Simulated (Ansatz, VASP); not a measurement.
# Rh: VASP beside Ansatz

```
Rh
1.0
     2.68579    0.00000    0.00000
    -1.34289    2.32596    0.00000
     0.00000    0.00000    4.32678
Rh
2
Direct
  0.66667 0.33333 0.75000
  0.33333 0.66667 0.25000
```

Alike in both runs: functional PBE; k mesh 18 × 18 × 10; occupations gaussian, width 0.1 eV; no spin polarisation.

Ansatz relaxed the structure, and its values are those at the end. VASP's run is a single point on that final structure, the one shown.

|  | VASP | Ansatz |
| --- | --- | --- |
| version | VASP 6.6.1 | Ansatz 0.2.0 |
| potentials or method | VASP PAW PBE potentials, release 64 (Rh_pv) | scalar-relativistic, plane waves, PAW |
| plane-wave cutoff (eV) | 520 | 420 |
| valence electrons in the cell | 30 | 34 |

|  | VASP | Ansatz | Ansatz less VASP |
| --- | --- | --- | --- |
| gap on the k mesh at the Fermi level (eV) | none | none | - |
| pressure (GPa) | 12.0 | 12.0 | -0.04 |

A gap of «none» marks a metal or a gap that the smearing closes. The functional is the same, so the differences come from potentials, cutoffs and numerics. The two sets of potentials don't hold the same shells in valence.
